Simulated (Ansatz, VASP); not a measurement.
**Al2Cu: VASP beside Ansatz**

```xyz
3
Lattice="4.1592 0.0000 0.0000 0.0000 4.1592 0.0000 0.0000 0.0000 2.9294" Properties=species:S:1:pos:R:3 pbc="T T T"
Cu    0.0000    0.0000    0.0000
Al    0.0000    2.0796    1.4647
Al    2.0796    0.0000    1.4647
```

Change from the starting cell: volume scaled by 1.04.

Alike in both runs: task single point; functional PBE; k mesh 7 × 7 × 9; occupations fermi-dirac, width 0.05 eV; no spin polarisation.

|  | VASP | Ansatz |
| --- | --- | --- |
| version | VASP 6.6.1 | Ansatz 0.2.0 |
| potentials or method | VASP PAW PBE potentials, release 64 (Cu, Al) | Ansatz PAW |
| plane-wave cutoff (eV) | 520 | 420 |
| valence electrons in the cell | 17 | 25 |

|  | VASP | Ansatz | Ansatz less VASP |
| --- | --- | --- | --- |
| gap on the k mesh at the Fermi level (eV) | none | none | - |
| pressure (GPa) | -2.6 | -2.7 | -0.10 |
| largest component of the traceless stress (GPa) | 0.60 | 0.60 | -0.005 |

A gap of «none» marks a metal or a gap that the smearing closes. The functional is the same, so the differences come from potentials, cutoffs and numerics. The two sets of potentials don't hold the same shells in valence.
